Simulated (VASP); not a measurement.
Set up this calculation in VASP 6.6.1, as the native input.

| Quantity | Value |
| --- | --- |
| Task | single point |
| Functional | r2SCAN |
| Potentials or basis | VASP PAW PBE potentials, release 64 (Ti_sv, C) |
| Cutoff | 520 eV |
| k mesh | 12 × 12 × 12 |
| Occupations | gaussian, width 0.1 eV |
| Spin | no spin polarisation |
| Further INCAR settings | ALGO = Normal; EDIFF = 1e-06 |

The structure of Ti2C lies in POSCAR:

```
Ti2C                                    
1.0
    1.5421855257      0.8903812308      4.8263561095
   -1.5421855257      0.8903812308      4.8263561095
   -0.0000000000     -1.7807624616      4.8263561095
  Ti              C             
     2     1
Direct
     0.7453902312799874    0.7453902312799874    0.7453902312799874
     0.2546097687200127    0.2546097687200127    0.2546097687200127
     0.0000000000000000    0.0000000000000000    1.0000000000000000
```

The cell was built by a generator and needn't be a form met in nature.

One way to write it, as run:

INCAR

```
PREC = Accurate
ENCUT = 520
EDIFF = 1E-6
ISMEAR = 0
SIGMA = 0.1
LREAL = False
LASPH = True
NELM = 150
ALGO = Normal
ISIF = 2
LWAVE = False
LCHARG = False
METAGGA = R2SCAN
LMIXTAU = True
KPAR = 4
```

KPOINTS

```
regular mesh
0
Gamma
  12 12 12
```

Potentials or basis: VASP PAW PBE potentials, release 64 (Ti_sv, C).

Run with:

```sh
$ cat potpaw_PBE.64/Ti_sv/POTCAR potpaw_PBE.64/C/POTCAR > POTCAR
$ mpirun -np 4 vasp_std > vasp.out
```

Results of the run:

- Pressure: -0.5 GPa
- Largest force: 0.028 eV/Å
- Band gap on the k mesh: none (metal or under the smearing width)

Caveat: the PAW data sets were made with another functional, which shifts forces and pressure a little.

Wall time 4.8 min on 4 MPI ranks on AMD EPYC 9R45 96-Core Processor (Zen 5), on a shared host, peak memory 0.32 GiB a rank.
